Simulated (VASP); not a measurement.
Set up this calculation in VASP 6.6.1, as the native input.

```yaml
Task: relaxation of cell and atoms
Functional: PBE
Potentials_or_basis: VASP PAW PBE potentials, release 64 (Sc_sv)
Cutoff: 520 eV
k_mesh: 16 × 16 × 16
Occupations: gaussian, width 0.1 eV
Spin: no spin polarisation
Further_INCAR_settings: ALGO = Normal; EDIFF = 1e-07; IBRION = 2; POTIM = 0.3; EDIFFG = -0.005; NSW = 60; ISIF = 3
```

The structure of Sc lies in POSCAR:

```
Sc                                      
1.0
   -1.6334351136      1.6334351136      2.3127347479
    1.6334351136     -1.6334351136      2.3127347479
    1.6334351136      1.6334351136     -2.3127347479
  Sc            
     1
Direct
     0.0000000000000000    0.0000000000000000    0.0000000000000000
```

This isn't the form of Sc at room conditions, which is hcp.

These files were run (other wordings do the same):

INCAR

```
SYSTEM = Sc
PREC = Accurate
ENCUT = 520
EDIFF = 1E-7
ISMEAR = 0
SIGMA = 0.1
LREAL = .False.
LASPH = .True.
NELM = 120
ALGO = Normal
ISIF = 3
LWAVE = .False.
LCHARG = .False.
GGA = PE
IBRION = 2
NSW = 60
EDIFFG = -0.005
POTIM = 0.3
```

KPOINTS

```
regular mesh
0
Gamma
  16 16 16
  0 0 0
```

Potentials or basis: VASP PAW PBE potentials, release 64 (Sc_sv).

Run with:

```console
$ cat potpaw_PBE.64/Sc_sv/POTCAR > POTCAR
$ mpirun -np 1 vasp_std > vasp.out
```

Results of the run:

- Relaxed volume: 24.67 Å³/atom
- Relaxed cell: a = 3.268 Å, b = 3.268 Å, c = 3.268 Å, α = 120.03°, β = 120.03°, γ = 89.94°
- Space group after relaxing (to 0.05 Å): Fm-3m (No. 225)
- Energy gained by relaxing: 0.0 meV/atom
- Ionic steps: 2
- Pressure after relaxing: 0.0 GPa
- Band gap on the k mesh: none (metal or under the smearing width)

It took 28 s on 1 thread of Intel(R) Xeon(R) 6975P-C (Granite Rapids), on a shared host, peak memory 0.2 GiB.
